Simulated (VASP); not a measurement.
**CdS: band structure with PBEsol**

CdS:

```
CELL_PARAMETERS angstrom
0.00000 2.91764 2.91764
2.91764 0.00000 2.91764
2.91764 2.91764 0.00000
ATOMIC_POSITIONS crystal
Cd 0.00000 0.00000 0.00000
S 0.25000 0.25000 0.25000
```

```yaml
Program: VASP 6.6.1
Task: band structure
Functional: PBEsol
Potentials_or_basis: VASP PAW PBE potentials, release 64 (Cd, S)
Cutoff: 520 eV
k_mesh: 8 × 8 × 8
Occupations: gaussian, width 0.03 eV
Spin: no spin polarisation
Further_INCAR_settings: ALGO = Fast; EDIFF = 1e-07; NBANDS = 16
```

```yaml
Pressure: 0.1 GPa
Band_gap_on_the_k_mesh: 1.01 eV, direct
Band_gap_along_the_path: 1.01 eV, direct
```

Levels at the corners of the path, in eV from the valence-band top:
| point | band 7 | band 8 | band 9 | band 10 | band 11 | band 12 |
| --- | --- | --- | --- | --- | --- | --- |
| Γ | 0.00 | 0.00 | 0.00 | 1.01 | 6.45 | 6.45 |
| X | -4.01 | -1.91 | -1.91 | 3.39 | 4.25 | 9.07 |
| X | -4.01 | -1.91 | -1.91 | 3.39 | 4.25 | 9.07 |
| W | -3.96 | -2.31 | -2.23 | 5.31 | 5.37 | 7.11 |
| W | -3.96 | -2.31 | -2.23 | 5.31 | 5.37 | 7.11 |
| K | -3.99 | -2.58 | -1.55 | 4.10 | 5.37 | 8.35 |
| K | -3.99 | -2.58 | -1.55 | 4.10 | 5.37 | 8.35 |
| Γ | 0.00 | 0.00 | 0.00 | 1.01 | 6.45 | 6.45 |
| Γ | 0.00 | 0.00 | 0.00 | 1.01 | 6.45 | 6.45 |
| L | -4.47 | -0.76 | -0.76 | 2.89 | 6.91 | 6.91 |
| L | -4.47 | -0.76 | -0.76 | 2.89 | 6.91 | 6.91 |
| U | -3.99 | -2.58 | -1.55 | 4.10 | 5.37 | 8.35 |
| U | -3.99 | -2.58 | -1.55 | 4.10 | 5.37 | 8.35 |
| W | -3.96 | -2.31 | -2.23 | 5.31 | 5.37 | 7.11 |
| W | -3.96 | -2.31 | -2.23 | 5.31 | 5.37 | 7.11 |
| L | -4.47 | -0.76 | -0.76 | 2.89 | 6.91 | 6.91 |
| L | -4.47 | -0.76 | -0.76 | 2.89 | 6.91 | 6.91 |
| K | -3.99 | -2.58 | -1.55 | 4.10 | 5.37 | 8.35 |
| U | -3.99 | -2.58 | -1.55 | 4.10 | 5.37 | 8.35 |
| X | -4.01 | -1.91 | -1.91 | 3.39 | 4.25 | 9.07 |

Core levels (eV, on the scale of the bands):
```csv
atom,levels
1 Cd,"1s -26514.0, 2s -3931.2, 2p -3526.4, 3s -728.0, 3p -595.3, 3d -387.8, 4s -100.2, 4p -61.2"
2 S,"1s -2397.4, 2s -203.4, 2p -148.2"
```

Run time: 82 s on 1 thread of Intel(R) Xeon(R) Platinum 8175M CPU @ 2.50GHz (Skylake/Cascade Lake) (shared host), peak memory 0.2 GiB.

Caveat: the PAW data sets were made with another functional, which shifts forces and pressure a little.
